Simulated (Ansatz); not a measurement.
# Sn (Fd-3m) in Ansatz: a series of runs, part 2 of 2

Ansatz 0.2.0. Earlier steps stand in the parts before.

**3. Band structure, BLYP, non-collinear spin, ferromagnetic start**

Contents of input.yaml:

```yaml
crystal:
  lattice:
    - [0.0, 3.2333428, 3.2333428]
    - [3.2333428, 0.0, 3.2333428]
    - [3.2333428, 3.2333428, 0.0]
  atoms:
    - { symbol: Sn, position: [0.75, 0.75, 0.75], spin: 0.501, spin_axis: [0.707107, 0.707107, 0.0] }
    - { symbol: Sn, position: [0.5, 0.5, 0.5], spin: 0.501, spin_axis: [0.707107, 0.707107, 0.0] }
kpoints:
  mp_grid: { grid: [5, 5, 5] }
  band_path:
    path:
      - [0.0, 0.0, 0.0]
      - [0.5, 0.0, 0.5]
      - [0.5, 0.25, 0.75]
      - [0.375, 0.375, 0.75]
      - [0.0, 0.0, 0.0]
      - [0.5, 0.5, 0.5]
      - [0.625, 0.25, 0.625]
      - [0.5, 0.25, 0.75]
    npoints: 10
scf:
  occupations: { method: gaussian, width: 0.1 }
hamiltonian:
  xc: blyp
  pseudopotentials: { kind: all_electron, lapw: { basis_error: 0.0005 } }
magnetization:
  noncollinear: true
output:
  forces: true
  stress: true
  eigenvalues: true
```

Potentials or basis: all-electron LAPW, scalar-relativistic.

The run is started by

```sh
> ansatz run input.yaml --threads 1 --pin off --max-ram 2560MiB --backend cpu --events-out ev --progress --plain --runs-dir out
```

Output:

```text
Warning: RAYON_NUM_THREADS=1 ignored (pool sized by the plan → 1); use --threads N
LAPW: plane waves up to 8.522 Å⁻¹, error target 5.0e-4 eV per atom; small_component_spin mean_spin; Sn in spheres of 1.400 Å, 22 of its electrons in bands, Dirac shells [] (how accurate: hamiltonian.pseudopotentials.lapw.basis_error, Limitations)
Engine: ansatz 0.2.0, x86_64-unknown-linux-gnu
Pseudopotentials: kind: all_electron
Pseudopotential: Sn, LAPW, valence charge 22, lapw/all_electron/scalar/gaussian/Sn, Koelling and Harmon's equation, gaussian nucleus
Functional definition: BLYP
  parameter beta = 0.0042
  parameter a = 0.04918
  parameter b = 0.132
  parameter c = 0.2533
  parameter d = 0.349
  exchange = b88_x(beta = beta)
  correlation = lyp_c(a = a, b = b, c = c, d = d)
this run first makes a single point of its starting geometry on two collinear spin channels, or without spin where it has no moments, for its own SCFs to start from. `scf.lower_state_search: off` leaves that single point out
Crystal: 2 atoms, lattice volume = 67.606 Å³
Basis set: ecut = 276.68961297005984 eV, 725 PW (Γ), exchange–correlation at level 2
Bands: 28, of which v1, the nominal top of the filled ones, is band 22 counted from 1 (21 counted from 0)
Symmetry: 48 space group operations
Space group: Fd-3m (ITA 227), of the structure as read, at distance tolerance 4.1e-5 Å
Magnetic group: BNS 227.128 (UNI 1630), of the structure as read, at distance tolerance 4.1e-5 Å
k-points: 10 of 125
Non-local potential: Sn, projectors of the file, none
[... 49 lines left out ...]
Free energy (F): -336211.516589 eV
Harris-Foulkes:  -336211.516589 eV  (|F-HF|=2.33e-10)
Internal energy: -336211.513424 eV  (E = F + TS)
E sigma→0 (E₀):  -336211.515007 eV
Entropy (-TS):   -0.003165 eV (-1.582 meV/atom)
Fermi energy:    10.749670 eV
--- Per-component energies (eV) ---
  E_band       = -1533.940007
  E_kinetic    = 353627.217189
  E_xc         = -9029.429617
  E_electrostatic = -680809.300996  (all electrons and nuclei)
  E_smearing   = -0.003165  (= −TS)
  E_closure    = 0.000000  (closes the sum)
  E_atoms      = -336205.410949  (free atoms, spherical and without spin; not in F)
  Σ components = -336211.516589   (vs F -336211.516589, Δ=0.00e0)
  Basis errors (estimates in eV, not in F): energy 2.4e-4 per atom: plane waves 2.2e-4 (1.3e-4 summed), levels above the bands 0.0e0, relativity 1.7e-8, radial functions 2.1e-5, core shells 4.4e-8; eigenvalues (radial functions only) 2.6e-7; not estimated: angular momenta, meshes, grids; target (lapw.basis_error) 5.0e-4; muffin-tin radii Sn 1.400 Å
--- Forces (eV/Å), atoms counted from 1 ---
  atom   1  Sn     0.00000000     0.00000000     0.00000000
  atom   2  Sn     0.00000000    -0.00000000    -0.00000000
  max |Σ_I F_I| component: 2.60e-18 eV/Å
--- Stress (GPa, compression-positive) ---
        6.680201      -0.000000       0.000000
       -0.000000       6.680201      -0.000000
        0.000000      -0.000000       6.680201
  P = ⅓ Tr σ = 6.6802 GPa (66.802 kbar)
--- Band table (eV; the first three rows and the last of 10) ---
  k-point 0: bands = ["-118.6406", "-118.6406", "-118.6374", "-118.6374", "-74.4343", "-74.4343", "-74.4343", "-74.4343", "-74.4343", "-74.4343", "-74.4193", "-74.4193", "-74.4193", "-74.4193", "-74.4193", "-74.4193", "-10.9359", "-10.9359", "-10.9359", "-10.9359", "-10.9359", "-10.9359", "-10.8738", "-10.8738", "-10.8738", "-10.8738", "-10.5549", "-10.5549", "-10.5549", "-10.5549", "-10.5549", "-10.5549", "-10.5443", "-10.5443", "-10.5443", "-10.5443", "0.0512", "0.0512", "9.9791", "9.9791", "10.8533", "10.8533", "10.8533", "10.8533", "10.8533", "10.8533", "12.9298", "12.9298", "12.9298", "12.9298", "12.9298", "12.9298", "16.0508", "16.0508"]
  k-point 1: bands = ["-118.6404", "-118.6404", "-118.6376", "-118.6376", "-74.4346", "-74.4346", "-74.4346", "-74.4346", "-74.4337", "-74.4337", "-74.4199", "-74.4199", "-74.4190", "-74.4190", "-74.4190", "-74.4190", "-10.9568", "-10.9568", "-10.9568", "-10.9568", "-10.9268", "-10.9268", "-10.8425", "-10.8425", "-10.8425", "-10.8425", "-10.5916", "-10.5916", "-10.5916", "-10.5916", "-10.5666", "-10.5666", "-10.5139", "-10.5139", "-10.5139", "-10.5139", "0.4336", "0.4336", "7.3856", "7.3856", "10.2760", "10.2760", "10.2760", "10.2760", "11.2156", "11.2156", "13.6519", "13.6519", "13.6519", "13.6519", "14.6048", "14.6048", "17.2838", "17.2838"]
  k-point 2: bands = ["-118.6399", "-118.6399", "-118.6381", "-118.6381", "-74.4351", "-74.4351", "-74.4351", "-74.4351", "-74.4326", "-74.4326", "-74.4210", "-74.4210", "-74.4185", "-74.4185", "-74.4185", "-74.4185", "-10.9718", "-10.9718", "-10.9718", "-10.9718", "-10.9112", "-10.9112", "-10.8143", "-10.8143", "-10.8143", "-10.8143", "-10.6136", "-10.6136", "-10.6136", "-10.6136", "-10.5864", "-10.5864", "-10.4983", "-10.4983", "-10.4983", "-10.4983", "1.3932", "1.3932", "4.8859", "4.8859", "9.7117", "9.7117", "9.7117", "9.7117", "10.8035", "10.8035", "14.0477", "14.0477", "14.0477", "14.0477", "16.6910", "16.6910", "17.8975", "17.8975"]
  k-point 9: bands = ["-118.6394", "-118.6394", "-118.6386", "-118.6386", "-74.4362", "-74.4362", "-74.4359", "-74.4359", "-74.4290", "-74.4290", "-74.4246", "-74.4246", "-74.4177", "-74.4177", "-74.4174", "-74.4174", "-11.0057", "-11.0057", "-10.9975", "-10.9975", "-10.8415", "-10.8415", "-10.7612", "-10.7612", "-10.7439", "-10.7439", "-10.7132", "-10.7132", "-10.6666", "-10.6666", "-10.6297", "-10.6297", "-10.4678", "-10.4678", "-10.4604", "-10.4604", "2.3486", "2.3486", "4.1075", "4.1075", "7.6089", "7.6089", "8.3506", "8.3506", "13.5527", "13.5527", "13.6338", "13.6338", "14.6319", "14.6319", "16.7487", "16.7487", "18.4346", "18.4346"]
```

Run time: 39 s. Hardware: 1 thread of AMD EPYC 9R45 (Zen 5), shared host; peak memory 0.56 GiB.

What came out:

| Property | Result |
| --- | --- |
| Free energy | -336211.5166 eV |
| Pressure | 6.7 GPa |
| Band gap along the path | none (metal or under the smearing width) |
| Net moment | 0.00 μB per cell |
| Absolute moment | 0.00 μB per cell |

Levels at the corners of the path, in eV from the Fermi level:
| point | band 40 | band 41 | band 42 | band 43 | band 44 | band 45 | band 46 | band 47 | band 48 | band 49 |
| --- | --- | --- | --- | --- | --- | --- | --- | --- | --- | --- |
| Γ | -0.77 | 0.10 | 0.10 | 0.10 | 0.10 | 0.10 | 0.10 | 2.18 | 2.18 | 2.18 |
| X | -7.60 | -2.46 | -2.46 | -2.46 | -2.46 | 0.93 | 0.93 | 0.93 | 0.93 | 7.71 |
| W | -7.54 | -3.01 | -3.01 | -3.01 | -3.01 | 3.44 | 3.44 | 3.44 | 3.44 | 4.19 |
| K | -7.11 | -3.34 | -3.34 | -2.10 | -2.10 | 1.19 | 1.19 | 3.44 | 3.44 | 5.80 |
| Γ | -0.77 | 0.10 | 0.10 | 0.10 | 0.10 | 0.10 | 0.10 | 2.18 | 2.18 | 2.18 |
| L | -6.34 | -1.11 | -1.11 | -1.11 | -1.11 | -0.01 | -0.01 | 3.30 | 3.30 | 3.30 |
| U | -7.11 | -3.34 | -3.34 | -2.10 | -2.10 | 1.19 | 1.19 | 3.44 | 3.44 | 5.80 |
| W | -7.54 | -3.01 | -3.01 | -3.01 | -3.01 | 3.44 | 3.44 | 3.44 | 3.44 | 4.19 |

Moments on the atoms (μB; x, y, z):
```
Sn  0.00 0.00 0.00
Sn  0.00 0.00 0.00
```

Caveat: the k mesh is thin for a metal, which can move the energy by tens of meV per atom; spin-orbit coupling is left out, which moves the levels of the heavy elements; the starting moments weren't kept.
